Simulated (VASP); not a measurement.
The system is C3N4.

```
N C
1.0
     3.62162    0.00000    0.00000
     0.00000    3.62162    0.00000
     0.00000    0.00000    3.62162
N C
4 3
Direct
  0.75431 0.24569 0.24569
  0.24569 0.75431 0.24569
  0.24569 0.24569 0.75431
  0.75431 0.75431 0.75431
  0.00000 0.50000 0.00000
  0.00000 0.00000 0.50000
  0.50000 0.00000 0.00000
```

The cell comes from a database or a generator and needn't be the stable form of this composition.

The cell isn't the ideal one: volume scaled by 1.15.

- Program: VASP 6.6.1
- Task: relaxation of cell and atoms
- Functional: PBEsol
- Potentials or basis: VASP PAW PBE potentials, release 64 (N, C)
- Cutoff: 600 eV
- k mesh: 8 × 8 × 8
- Occupations: fermi-dirac, width 0.05 eV
- Spin: no spin polarisation

At the start: pressure -49.4 GPa; volume 6.79 Å³/atom.

Question: Where does the relaxation end?

Answer: Over 6 steps the energy falls by 174.2 meV/atom and the volume is 5.77 Å³/atom (-14.9 %); space group P-43m (No. 215, to 0.05 Å).

The path:
| step | energy change (eV) | largest force (eV/Å) | pressure (GPa) | volume (Å³) |
| --- | --- | --- | --- | --- |
| 1 | 0.0000 | 0.7199 | -49.44 | 47.50 |
| 2 | -0.1996 | 0.3123 | -46.22 | 46.90 |
| 3 | -0.8943 | 1.7667 | -18.72 | 43.04 |
| 4 | -1.0707 | 1.5342 | -8.80 | 41.76 |
| 5 | -1.2171 | 0.1282 | 1.85 | 40.26 |
| 6 | -1.2196 | 0.0118 | 0.12 | 40.40 |

Final structure:
```
CELL_PARAMETERS angstrom
3.43144 0.00000 0.00000
0.00000 3.43144 0.00000
0.00000 0.00000 3.43144
ATOMIC_POSITIONS crystal
N 0.75398 0.24602 0.24602
N 0.24602 0.75398 0.24602
N 0.24602 0.24602 0.75398
N 0.75398 0.75398 0.75398
C 0.00000 0.50000 0.00000
C 0.00000 0.00000 0.50000
C 0.50000 0.00000 0.00000
```

Caveat: the PAW data sets were made with another functional, which shifts forces and pressure a little.
